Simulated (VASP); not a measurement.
# W (Im-3m) in VASP: further runs

The runs below take W through relaxation of cell and atoms, single point, with PBE.

Program: VASP 6.6.1. These are calculated values, not measurements. Logs are shortened: lines on timing, memory, paths and dates and some standing lists are left out, and cuts for length are marked.

## (1) Starting point

The structure is cubic, space group Im-3m (No. 229). The conventional cell has a = 3.165 Å, b = 3.165 Å, c = 3.165 Å, α = 90.00°, β = 90.00°, γ = 90.00°. W (site symmetry m-3m) has 8 W at 2.74 Å as nearest neighbours.

## (2) Relaxation of cell and atoms, PBE

File INCAR:

```
SYSTEM = W
PREC     = Accurate       ! precision mode
ENCUT    = 250            ! plane-wave cutoff, eV
EDIFF    = 1E-7           ! SCF threshold, eV
ISMEAR   = 0              ! smearing method
SIGMA    = 0.1            ! smearing width, eV
LREAL    = .False.        ! projectors in reciprocal space
LASPH    = .True.         ! aspherical terms in the spheres
NELM     = 100            ! most SCF steps
ALGO     = Normal         ! electronic algorithm
ISIF     = 3              ! what is computed and relaxed
LWAVE    = .False.        ! write WAVECAR
LCHARG   = .False.        ! write CHGCAR
GGA      = PE             ! functional
IBRION   = 2              ! ionic algorithm
NSW      = 80             ! ionic steps
EDIFFG   = -0.002         ! ionic threshold
```

File KPOINTS:

```
Automatic mesh
0
Gamma
  18 18 18
  0 0 0
```

File POSCAR:

```
W
1.0
   -1.5823450000      1.5823450000      1.5823450000
    1.5823450000     -1.5823450000      1.5823450000
    1.5823450000      1.5823450000     -1.5823450000
W
1
Direct
    0.0000000000      0.0000000000      0.0000000000
```

Potentials or basis: VASP PAW PBE potentials, release 64 (W_sv).

Launch:

```sh
cat potpaw_PBE.64/W_sv/POTCAR > POTCAR
mpirun -np 1 vasp_std > vasp.out
```

OUTCAR:

```text
SYSTEM = W
   PREC = Accurate
   ENCUT = 250
   EDIFF = 1E-7
   ISMEAR = 0
   LREAL = .False.
   LASPH = .True.
   NELM = 100
   ISIF = 3
   GGA = PE
   IBRION = 2
   NSW = 80
   EDIFFG = -0.002

 ion  position               nearest neighbor table
   1  0.000  0.000  0.000-

  LATTYP: Found a body centered cubic cell.
 ALAT       =     3.1646900000

  Lattice vectors:

 A1 = (  -1.5823450000,   1.5823450000,   1.5823450000)
 A2 = (   1.5823450000,  -1.5823450000,   1.5823450000)
 A3 = (   1.5823450000,   1.5823450000,  -1.5823450000)

Analysis of symmetry for initial positions (statically):
=====================================================================
 Subroutine PRICEL returns:
 Original cell was already a primitive cell.

 Routine SETGRP: Setting up the symmetry group for a
 body centered cubic supercell.

 Subroutine GETGRP returns: Found 48 space group operations
 (whereof 48 operations were pure point group operations)
 out of a pool of 48 trial point group operations.

The static configuration has the point symmetry O_h .

Analysis of symmetry for dynamics (positions and initial velocities):
=====================================================================
 Subroutine PRICEL returns:
 Original cell was already a primitive cell.

 Routine SETGRP: Setting up the symmetry group for a
 body centered cubic supercell.

 Subroutine GETGRP returns: Found 48 space group operations
 (whereof 48 operations were pure point group operations)
 out of a pool of 48 trial point group operations.

The dynamic configuration has the point symmetry O_h .

 Subroutine INISYM returns: Found 48 space group operations
 (whereof 48 operations are pure point group operations),
 and found     1 'primitive' translations

----------------------------------------------------------------------------------------

                                     Primitive cell

  volume of cell :      15.8476

  direct lattice vectors                    reciprocal lattice vectors
    -1.582345000  1.582345000  1.582345000     0.000000000  0.315986716  0.315986716
     1.582345000 -1.582345000  1.582345000     0.315986716  0.000000000  0.315986716
     1.582345000  1.582345000 -1.582345000     0.315986716  0.315986716  0.000000000

  length of vectors
     2.740701935  2.740701935  2.740701935     0.446872699  0.446872699  0.446872699

  position of ions in fractional coordinates (direct lattice)
     0.000000000  0.000000000  0.000000000

  ion indices of the primitive-cell ions
   primitive index   ion index
                 1           1

----------------------------------------------------------------------------------------

 KPOINTS: Automatic mesh

Automatic generation of k-mesh.
 Grid dimensions read from file:
 generate k-points for:   18   18   18

 Generating k-lattice:

  Cartesian coordinates                     Fractional coordinates (reciprocal lattice)
     0.000000000  0.017554818  0.017554818     0.055555556  0.000000000  0.000000000
     0.017554818  0.000000000  0.017554818     0.000000000  0.055555556  0.000000000
     0.017554818  0.017554818  0.000000000     0.000000000  0.000000000  0.055555556

  Length of vectors
     0.024826261  0.024826261  0.024826261

  Shift w.r.t. Gamma in fractional coordinates (k-lattice)
     0.000000000  0.000000000  0.000000000

 Subroutine IBZKPT returns following result:
 ===========================================

 Found    195 irreducible k-points:

 Following reciprocal coordinates:
            Coordinates               Weight
  0.000000  0.000000  0.000000      1.000000
  0.055556  0.000000  0.000000     12.000000
  0.111111  0.000000  0.000000     12.000000
  0.166667  0.000000  0.000000     12.000000
  0.222222  0.000000  0.000000     12.000000
  0.277778  0.000000  0.000000     12.000000
[... 16 lines left out ...]
  0.333333  0.111111 -0.000000     48.000000
  0.388889  0.111111  0.000000     48.000000
 [... further k-points ...]
   k-points           NKPTS =    195   k-points in BZ     NKDIM =    195   number of bands    NBANDS=     11
   number of dos      NEDOS =    301   number of ions     NIONS =      1
   total plane-waves  NPLWV =   2744
   dimension x,y,z NGX =    14 NGY =   14 NGZ =   14
   dimension x,y,z NGXF=    28 NGYF=   28 NGZF=   28
   ions per type =               1
   NGX,Y,Z   is equivalent  to a cutoff of   8.49,  8.49,  8.49 a.u.
   NGXF,Y,Z  is equivalent  to a cutoff of  16.98, 16.98, 16.98 a.u.
 SYSTEM =  W
   PREC   = accura    normal or accurate (medium, high low for compatibility)
   ISTART =      0    job   : 0-new  1-cont  2-samecut
   ICHARG =      2    charge: 1-file 2-atom 10-const
   ISPIN  =      1    spin polarized calculation?
   LNONCOLLINEAR =      F non collinear calculations
   LSORBIT =      F    spin-orbit coupling
   LASPH  =      T    aspherical Exc in radial PAW
   ENCUT  =  250.0 eV  18.37 Ry    4.29 a.u.   3.53  3.53  3.53*2*pi/ulx,y,z
   NELM   =    100;   NELMIN=  2; NELMDL= -5     # of ELM steps
   EDIFF  = 0.1E-06   stopping-criterion for ELM
   LREAL  =      F    real-space projection
   EDIFFG = -.2E-02   stopping-criterion for IOM
   NSW    =     80    number of steps for IOM
   IBRION =      2    ionic relax: 0-MD 1-quasi-New 2-CG
   NFREE  =      1    steps in history (QN), initial steepest desc. (CG)
   ISIF   =      3    stress and relaxation
   ISYM   =      2    0-nonsym 1-usesym 2-fastsym
   POTIM  = 0.5000    time-step for ionic-motion
   TEBEG  =    0.0;   TEEND  =   0.0 temperature during run
   PSTRESS=    0.0 pullay stress
   NELECT =      14.0000    total number of electrons
   NUPDOWN=      -1.0000    fix difference up-down
   EMIN   =  10.00;   EMAX   =-10.00  energy-range for DOS
   EFERMI =   0.00;   METHOD = LEGACY
   ISMEAR =     0;   SIGMA  =   0.10  broadening in eV -4-tet -1-fermi 0-gaus
   EFERMI_NEDOS =   21; number of points for ismear=-14 and -15
   IALGO  =     38    algorithm
   IMIX   =      4    mixing-type and parameters
     AMIX     =   0.40;   BMIX     =  1.00
     AMIX_MAG =   1.60;   BMIX_MAG =  1.00
  volume/ion in A,a.u.               =      15.85       106.94
  Fermi-wavevector in a.u.,A,eV,Ry     =   1.570832  2.968442 33.572544  2.467512
  Thomas-Fermi vector in A             =   2.672506
   LORBIT       =      0    0 simple, 1 ext, 2 COOP (PROOUT), +10 PAW based schemes
   GGA     = PE    functional components
   LHFCALC =     F    Hartree Fock is set to
   AEXX    =    0.0000 exact exchange contribution
   IVDW    =     0    specifies the selected vdW correction
   LEPSILON=     F    determine dielectric tensor
   LRPA    =     F    only Hartree local field effects (RPA)
 conjugate gradient relaxation of ions
 non-spin polarized calculation
 Gauss-broadening in eV      SIGMA  =   0.10
  energy-cutoff  :      250.00
  volume of cell :       15.85
 maximum number of plane-waves:       150
   NGX =  7   NGY =  7   NGZ =  7

--------------------------------------- Ionic step        1  -------------------------------------------

 number of electron      13.9999969 magnetization

 Free energy of the ion-electron system (eV)
  ---------------------------------------------------
  ext. energy  EPLUGINS =         0.00000000
  ---------------------------------------------------
  free energy    TOTEN  =       -12.94588155 eV

  energy without entropy =      -12.94240873  energy(sigma->0) =      -12.94414514

------------------------ aborting loop because EDIFF is reached ----------------------------------------

  FORCE on cell =-STRESS in cart. coord.  units (eV):
  Direction    XX          YY          ZZ          XY          YZ          ZX
  --------------------------------------------------------------------------------------
  -------------------------------------------------------------------------------------
  Total        0.5150294      0.5150294      0.5150294      0.0000000      0.0000000      0.0000000
  in kB       52.0689829     52.0689829     52.0689829      0.0000000      0.0000000      0.0000000
  external PRESSURE =      52.0689829 kB  Pullay stress =       0.0000000 kB
[... 90 lines left out ...]
  energy  without entropy=      -12.9464481629  energy(sigma->0) =      -12.94823278

--------------------------------------- Ionic step        4  -------------------------------------------

 number of electron      13.9999968 magnetization

 Free energy of the ion-electron system (eV)
  ---------------------------------------------------
  ext. energy  EPLUGINS =         0.00000000
  ---------------------------------------------------
  free energy    TOTEN  =       -12.95002015 eV

  energy without entropy =      -12.94645333  energy(sigma->0) =      -12.94823674

 E-fermi :  11.2175     XC(G=0): -13.5529

 val. band max:       11.2138232021   @ k =  -0.2778   0.3333   0.2222
 cond. band min:      11.2273279446   @ k =   0.5000   0.5000   0.2222
 fundamental gap:      0.0135047425
 Fermi energy:        11.2175349230

 k-point     1 :       0.0000    0.0000    0.0000
  band No.  band energies     occupation
      1     -62.9390      2.00000
      2     -26.5476      2.00000
      3     -26.5476      2.00000
      4     -26.5476      2.00000
      5       1.6599      2.00000
      6      10.0190      2.00000
      7      10.0190      2.00000
      8      10.0190      2.00000
      9      13.4458      0.00000
     10      13.4458      0.00000
     11      25.7019      0.00000
[... 309 lines left out ...]
 k-point    24 :       0.3889    0.1111    0.0000
  band No.  band energies     occupation
      1     -62.8141      2.00000
      2     -27.6959      2.00000
      3     -26.9793      2.00000
      4     -26.6094      2.00000
      5       5.4704      2.00000
      6       7.8760      2.00000
      7      10.6045      2.00000
      8      13.2119      0.00000
      9      14.5122      0.00000
     10      17.5140      0.00000
     11      21.9137      0.00000

 [... further k-points ...]

------------------------ aborting loop because EDIFF is reached ----------------------------------------

  FORCE on cell =-STRESS in cart. coord.  units (eV):
  Direction    XX          YY          ZZ          XY          YZ          ZX
  --------------------------------------------------------------------------------------
  -------------------------------------------------------------------------------------
  Total       -0.0003649     -0.0003649     -0.0003649     -0.0000000     -0.0000000      0.0000000
  in kB       -0.0362996     -0.0362996     -0.0362996     -0.0000000     -0.0000000      0.0000000
  external PRESSURE =      -0.0362996 kB  Pullay stress =       0.0000000 kB
[... 16 lines left out ...]
  FREE ENERGIE OF THE ION-ELECTRON SYSTEM (eV)
  ---------------------------------------------------
  free  energy   TOTEN  =       -12.9500201471 eV

  energy  without entropy=      -12.9464533253  energy(sigma->0) =      -12.94823674

 reached required accuracy - stopping structural energy minimisation
```

Wall time 21 s (1 thread of Intel Xeon Platinum 8259CL at 2.50GHz (Skylake/Cascade Lake), shared host); peak memory 0.12 GiB.

These settings aren't checked as converged: the numbers below hold their error.

Results:

* Free energy: -12.9500 eV
* Relaxed volume: 16.11 Å³/atom
* Relaxed cell: a = 2.756 Å, b = 2.756 Å, c = 2.756 Å, α = 109.47°, β = 109.47°, γ = 109.47°
* Space group after relaxing (to 0.05 Å): Im-3m (No. 229)
* Energy gained by relaxing: 4.1 meV/atom
* Ionic steps: 4
* Band gap on the k mesh: none (metal or under the smearing width)

Caveat: the cutoff is under 1.25 times the usual one of these potentials, so pressure, stress and relaxed cells hold a basis-set (Pulay) error.

(Continued in part 2 of 3.)
